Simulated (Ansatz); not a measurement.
input.yaml

```yaml
crystal:
  lattice:
    - [1.717455215, 0.9915732307, 8.1963011]
    - [-1.717455215, 0.9915732307, 8.1963011]
    - [0.0, -1.9831464614, 8.1963011]
  atoms:
    - { symbol: In, position: [0.0, 0.0, 0.0] }
    - { symbol: In, position: [0.7730381295, 0.7730381295, 0.7730381295] }
    - { symbol: In, position: [0.2269618705, 0.2269618705, 0.2269618705] }
basis:
  ecutwfc: 420
kpoints:
  mp_grid: { grid: [15, 15, 15] }
hamiltonian:
  xc: pbe
scf:
  occupations: { method: gaussian, width: 0.1 }
output:
  forces: true
  stress: true
  eigenvalues: true
  populations: true
```

Command:
```bash
ansatz run input.yaml --threads 1 --pin off --max-ram 1331MiB --backend cpu --events-out ev --progress --plain --runs-dir out
```

Computed with DFT PBE, scalar-relativistic, plane waves, PAW in Ansatz.

From the run's log, abridged:

```
Pseudopotentials: kind: paw
Pseudopotential: In, paw, valence charge 13, recommended cutoff 420 eV (normal)
Functional definition: PBE
Crystal: 3 atoms, lattice volume = 83.749 Å³
Basis set: ecut = 420 eV, 1617 PW (Γ), FFT grids on a1−a3, a2−a3, a3, exchange–correlation on 48×48×120 points (8 copies of the dense FFT grid, shifted against one another)
Bands: 24, of which v1, the nominal top of the filled ones, is band 20 counted from 1 (19 counted from 0)
Symmetry: 12 space group operations
Space group: R-3m (ITA 166), of the structure as read, at distance tolerance 4.4e-5 Å
k-points: 344 of 3375
Initial density: superposition of atomic densities (neutral atoms: chi_scale 0, normalization atom), corrected by the library's trained network
Initial wavefunctions: pseudopotential atomic-orbital guess
Functional: x = pbe(κ = 0.804, μ = 0.21951497), c = pbe(β = 0.06672455)
SCF iter   1: F=—  HF=-16793.480384 eV  |F-HF|=—  |Δ(HF+E_count)|=         —  Δρ=1.47e-3  dr2=7.10e-3  ethr=1.77e-3  ⟨swp⟩=5.7  Hψ=35824  notcnv=0
SCF iter   2: F=—  HF=-16793.477236 eV  |F-HF|=—  |Δ(HF+E_count)|=   3.15e-3  Δρ=7.88e-4  dr2=3.51e-3  ethr=1.82e-5  ⟨swp⟩=2.0  Hψ=16542  notcnv=0
SCF iter   3: F=—  HF=-16793.476948 eV  |F-HF|=—  |Δ(HF+E_count)|=   2.88e-4  Δρ=6.91e-4  dr2=5.49e-4  ethr=9.00e-6  ⟨swp⟩=2.8  Hψ=14813  notcnv=0
SCF iter   4: F=—  HF=-16793.476807 eV  |F-HF|=—  |Δ(HF+E_count)|=   1.41e-4  Δρ=2.82e-4  dr2=8.71e-5  ethr=1.41e-6  ⟨swp⟩=1.7  Hψ=9487  notcnv=0
SCF iter   5: F=—  HF=-16793.476776 eV  |F-HF|=—  |Δ(HF+E_count)|=   3.18e-5  Δρ=1.42e-4  dr2=9.57e-6  ethr=2.23e-7  ⟨swp⟩=2.0  Hψ=14786  notcnv=0  defer=1
SCF iter   6: F=—  HF=-16793.476772 eV  |F-HF|=—  |Δ(HF+E_count)|=   3.80e-6  Δρ=2.77e-5  dr2=4.67e-7  ethr=2.45e-8  ⟨swp⟩=2.0  Hψ=13423  notcnv=0  defer=1
SCF iter   7: F=-16793.476772 eV  HF=-16793.476772 eV  |F-HF|=5.65e-8  |Δ(HF+E_count)|=   1.27e-7  Δρ=1.04e-5  dr2=6.30e-8  ethr=2.56e-10  ⟨swp⟩=7.0  Hψ=37610  notcnv=0
SCF 1 converged in 7 iterations: F = -16793.476772 eV  dr2 = 6.30e-8
SCF converged after 7 iterations
Free energy (F): -16793.476772 eV
Harris-Foulkes:  -16793.476772 eV  (|F-HF|=5.65e-8)
Internal energy: -16793.469689 eV  (E = F + TS)
E sigma→0 (E₀):  -16793.473230 eV
Entropy (-TS):   -0.007083 eV (-2.361 meV/atom)
Fermi energy:    9.386475 eV
--- Per-component energies (eV) ---
  E_band       = -102.538869
  E_kinetic    = 722.225633
  E_local      = -3370.719459  (includes V_loc(G=0)·N_el)
  E_nonlocal   = 1098.081662
  E_hartree    = 1321.406016
  E_xc         = -647.319121
  E_vxc        = -298.947509  (∫ρ·V_xc dr)
  E_paw        = -12455.863278  (= ΣΔE_a)
  E_vpaw       = -895.977289  (= ΣTr[D̂ρ^β])
  E_aug_tail   = 0.000077  (compensation charges beyond the density's cutoff)
  E_ewald      = -3461.281220
  E_smearing   = -0.007083  (= −TS)
--- Forces (eV/Å), atoms counted from 1 ---
  atom   1  In     0.00000000     0.00000000     0.00000000
  atom   2  In     0.00000000     0.00000000     0.36652583
  atom   3  In     0.00000000     0.00000000    -0.36652583
--- Stress (GPa, compression-positive) ---
       -0.541883       0.000000       0.000000
        0.000000      -0.541883       0.000000
        0.000000       0.000000       0.719047
  P = ⅓ Tr σ = -0.1216 GPa (-1.216 kbar)
--- Band table (eV; the first three rows and the last of 344) ---
  k-point 0: bands = ["-5.2822", "-5.2458", "-5.2458", "-5.2032", "-5.2012", "-5.2012", "-5.1865", "-5.1620", "-5.1620", "-5.0935", "-5.0935", "-4.9959", "-4.9959", "-4.9514", "-4.9514", "0.1952", "2.4425", "3.0104", "9.9639", "10.4597", "17.2315", "17.2315", "17.5387", "17.5387"]
  k-point 1: bands = ["-5.2792", "-5.2519", "-5.2383", "-5.2120", "-5.1948", "-5.1870", "-5.1864", "-5.1564", "-5.1523", "-5.0972", "-5.0935", "-5.0014", "-4.9949", "-4.9579", "-4.9510", "0.2773", "2.5062", "3.1123", "9.9628", "10.6107", "16.1215", "16.7486", "16.7720", "17.2868"]
  k-point 2: bands = ["-5.2859", "-5.2533", "-5.2250", "-5.2216", "-5.1857", "-5.1763", "-5.1667", "-5.1419", "-5.1247", "-5.1040", "-5.0885", "-5.0131", "-4.9928", "-4.9748", "-4.9495", "0.5246", "2.7033", "3.4115", "10.0271", "10.9847", "14.2489", "15.1949", "15.9539", "16.6089"]
  k-point 343: bands = ["-5.2822", "-5.2533", "-5.2352", "-5.2146", "-5.2033", "-5.1875", "-5.1811", "-5.1551", "-5.1453", "-5.0708", "-5.0696", "-5.0442", "-5.0419", "-4.9394", "-4.9296", "0.6489", "1.1873", "5.4339", "6.4920", "15.2082", "15.8839", "15.9218", "16.4758", "17.4133"]
--- Löwdin populations: 3 sites ---
  site symbol q [e]
     0     In     12.9780
     1     In     12.9838
     2     In     12.9838
  spilling = 0.001397 (of n_electrons = 39.000000)
```

The calculation finished and met its thresholds.